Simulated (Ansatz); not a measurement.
The elements of this relaxed trial crystal are hidden behind letters.

```
lattice vectors (Å)
   3.6459    0.0000    0.0000
  -0.2737    3.8358    0.0000
  -1.3131   -1.9265   17.6964
fractional positions
X 0.0380 0.3111 0.8338
X 0.0362 0.7641 0.3345
X 0.9620 0.6889 0.1662
X 0.9638 0.2359 0.6655
X 0.5000 0.0000 0.0000
X 0.5000 0.5000 0.5000
Z 0.0219 0.8380 0.9109
Z 0.0245 0.3120 0.4120
Z 0.5069 0.8360 0.2506
Z 0.4931 0.1640 0.7494
Z 0.9781 0.1620 0.0891
Z 0.9755 0.6880 0.5880
```

All numbers below come from DFT PBE, scalar-relativistic, plane waves, PAW in Ansatz. Settings of the last relaxation (12-atom cell): 420 eV, 8×8×2 k points, Gaussian smearing of 0.02 eV, no spin polarisation.

```
Space group                               : P-1 (No. 2)
Conventional cell                         : a = 3.646 Å, b = 3.846 Å, c = 17.849 Å, α = 95.9°, β = 94.2°, γ = 94.1°
Volume per atom                           : 20.62 Å³
Density                                   : 3.92 g/cm³
Formation energy                          : −0.554 eV/atom
Gap on the 8×8×2 mesh of the 12-atom cell : 1.22 eV
```

Energies are uncorrected and count from the elements' standard states at the same level.

**Question.** X is a d-block element of period 4 and Z is a p-block element of period 3. Which elements are they?

**Answer.** X = Zn, Z = S, so the formula is ZnS. Density times volume gives a mean mass of 3.92 × 20.62/1.6605 = 48.7 u per atom, and this set has 48.7 u. Among the elements that the hints allow, noble gases aside, only these give it. Around Zn on a site of symmetry 1 lie 4 S at 2.34–2.40 Å; Zn on a second site of symmetry 1 is surrounded by 4 S at 2.33–2.40 Å; S on its first site is surrounded by 3 Zn at 2.28–2.39 Å and 1 Zn at 2.64 Å; 4 more sites not described.

Kohn–Sham gaps at this level usually fall short of measured ones. This cell was reached by moving the atoms of another relaxed cell at random and relaxing again, last within the group found; it had no such test of its own.
